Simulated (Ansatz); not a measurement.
A run of Ansatz 0.2.0 is set up as follows.

input.yaml

```yaml
crystal:
  lattice:
    - [0.0, 2.9165, 2.9165]
    - [2.9165, 0.0, 2.9165]
    - [2.9165, 2.9165, 0.0]
  atoms:
    - { symbol: Cd, position: [-0.009957, -0.012602, 0.014149] }
    - { symbol: S, position: [0.761002, 0.732892, 0.746572] }
hamiltonian:
  xc: rpbe
  pseudopotentials: { kind: paw }
kpoints:
  mp_grid: { grid: [6, 6, 6] }
  band_path:
    path:
      - [[0.0, 0.0, 0.0], [0.5, 0.0, 0.5], [0.5, 0.25, 0.75], [0.375, 0.375, 0.75], [0.0, 0.0, 0.0], [0.5, 0.5, 0.5], [0.625, 0.25, 0.625], [0.5, 0.25, 0.75], [0.5, 0.5, 0.5], [0.375, 0.375, 0.75]]
      - [[0.625, 0.25, 0.625], [0.5, 0.0, 0.5]]
    npoints: 14
scf:
  occupations: { method: fermi_dirac, width: 0.025 }
  n_extra_bands: 6
output:
  forces: true
  stress: true
  eigenvalues: true
  fatbands: false
```

Potentials or basis: Ansatz PAW.

Command:

```console
$ ansatz run input.yaml --threads 1 --pin off --max-ram 2560MiB --backend cpu --events-out ev --progress --plain --runs-dir out
```

Problem. Predict the band gap on the k mesh.

Solution. 1.32 eV, direct.

Problem. Predict the pressure.

Solution. 5.2 GPa.

Problem. Predict the largest force.

Solution. 0.406 eV/Å.

Levels at the corners of the path, in eV from the valence-band top:
| point | band 11 | band 12 | band 13 | band 14 | band 15 | band 16 |
| --- | --- | --- | --- | --- | --- | --- |
| Γ | -0.04 | -0.01 | 0.00 | 1.32 | 6.59 | 6.60 |
| X | -3.92 | -1.88 | -1.85 | 3.72 | 4.44 | 9.39 |
| W | -3.87 | -2.25 | -2.14 | 5.47 | 5.55 | 7.37 |
| K | -3.93 | -2.53 | -1.50 | 4.44 | 5.51 | 8.68 |
| Γ | -0.04 | -0.01 | 0.00 | 1.32 | 6.59 | 6.60 |
| L | -4.34 | -0.85 | -0.65 | 3.14 | 6.87 | 7.28 |
| U | -3.90 | -2.51 | -1.50 | 4.37 | 5.53 | 8.66 |
| W | -3.87 | -2.25 | -2.14 | 5.47 | 5.55 | 7.37 |
| L | -4.34 | -0.85 | -0.65 | 3.14 | 6.87 | 7.28 |
| K | -3.93 | -2.53 | -1.50 | 4.44 | 5.51 | 8.68 |
| U | -3.90 | -2.51 | -1.50 | 4.37 | 5.53 | 8.66 |
| X | -3.92 | -1.88 | -1.85 | 3.72 | 4.44 | 9.39 |

Caveat: the PAW data sets come from PBE, with cores solved anew for the run's functional, which leaves a small shift of forces and pressure.
